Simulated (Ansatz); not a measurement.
# Mg3Sb2: the cost of one run

Program: Ansatz 0.2.0. Level of theory: DFT, levels as named, plane waves, PAW. These are calculated values, not measurements.

### 1 Starting point

The structure is trigonal, space group P-3m1 (No. 164). Conventional cell: a = 4.559 Å, b = 4.559 Å, c = 7.207 Å, α = 90.00°, β = 90.00°, γ = 120.00°. Mg (site symmetry -3m) has 6 Sb at 3.13 Å as nearest neighbours. Sb (site symmetry 3m) has 7 Mg at 2.81 to 3.13 Å as nearest neighbours. Around Mg (site symmetry 3m) lie 4 Sb at 2.81 to 2.85 Å.

As a file:

```cif
data_structure
_symmetry_space_group_name_H-M 'P-3m1'
_symmetry_Int_Tables_number 164
_cell_length_a 4.5593
_cell_length_b 4.5593
_cell_length_c 7.2073
_cell_angle_alpha 90.000
_cell_angle_beta 90.000
_cell_angle_gamma 120.000
_cell_volume 129.75
loop_
_atom_site_label
_atom_site_type_symbol
_atom_site_symmetry_multiplicity
_atom_site_Wyckoff_symbol
_atom_site_fract_x
_atom_site_fract_y
_atom_site_fract_z
_atom_site_occupancy
Mg1 Mg 1 a 0.00000 0.00000 0.00000 1
Sb1 Sb 2 d 0.66667 0.33333 0.23500 1
Mg2 Mg 2 d 0.66667 0.33333 0.63000 1
```

### 2 Relaxation with PBE

File input.yaml:

```yaml
crystal:
  lattice:
    - [2.27963187, 3.94843823, 0.0]
    - [-2.279634, 3.94843946, 0.0]
    - [0.0, 0.0, 7.207292]
  atoms:
    - { symbol: Mg, position: [0.0, 0.0, 0.0] }
    - { symbol: Sb, position: [0.3333, 0.3334, 0.235] }
    - { symbol: Sb, position: [0.6667, 0.6666, 0.765] }
    - { symbol: Mg, position: [0.3333, 0.3334, 0.63] }
    - { symbol: Mg, position: [0.6667, 0.6666, 0.37] }
  symmetry: { tolerance: 0.0003 }
hamiltonian:
  xc: pbe
  pseudopotentials: { kind: paw }
basis:
  ecutwfc: 420
magnetization:
  spin_polarized: false
scf:
  occupations: { method: fermi_dirac, width: 0.1 }
kpoints:
  mp_grid: { grid: [8, 8, 5], shift: [0, 0, 0] }
output:
  forces: true
  stress: true
  eigenvalues: true
relax:
  max_steps: 60
  cell: {}
```

Run with:

```
> ansatz run input.yaml --threads 2 --pin off --max-ram 5632MiB --backend cpu --events-out ev --progress --plain --runs-dir out
```

Q: Estimate wall time and peak memory on 2 threads of Intel Xeon 6975P-C (Granite Rapids), shared host.

About 13 s, with a peak of 0.54 GiB.
